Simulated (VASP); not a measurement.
In CaO (rock salt type) the Ca atom of the primitive cell, with all its periodic images, is moved by 0.06 Å along [111].

```yaml
crystal:
  lattice:
    - [0.00000, 2.41500, 2.41500]
    - [2.41500, 0.00000, 2.41500]
    - [2.41500, 2.41500, 0.00000]
  atoms:
    - { symbol: Ca, position: [0.00717, 0.00717, 0.00717] }
    - { symbol: O, position: [0.50000, 0.50000, 0.50000] }
```
Lattice in Å, positions in fractions of it.

Level of theory: HSE06, plane waves, standard recommended PAW potentials in VASP.

Cutoff 520 eV; orbitals from an earlier step on the same cell; potentials Ca_sv O; PREC = Accurate; LREAL = Auto; HFSCREEN = 0.208; HFRCUT = 0; PRECFOCK = Normal; k-mesh 4×4×4 Γ-centred; Fermi–Dirac smearing of 0.05 eV; no spin polarisation.

Question: What force results?

Answer: The force on it along the displacement is -0.1824 eV/Å, a force constant of 3.04 eV/Å².

```csv
atom,Fx (eV/Å),Fy (eV/Å),Fz (eV/Å)
Ca1,-0.1053,-0.1053,-0.1053
O2,0.1053,0.1053,0.1053
```

Potentials made with PBE were used with another functional.
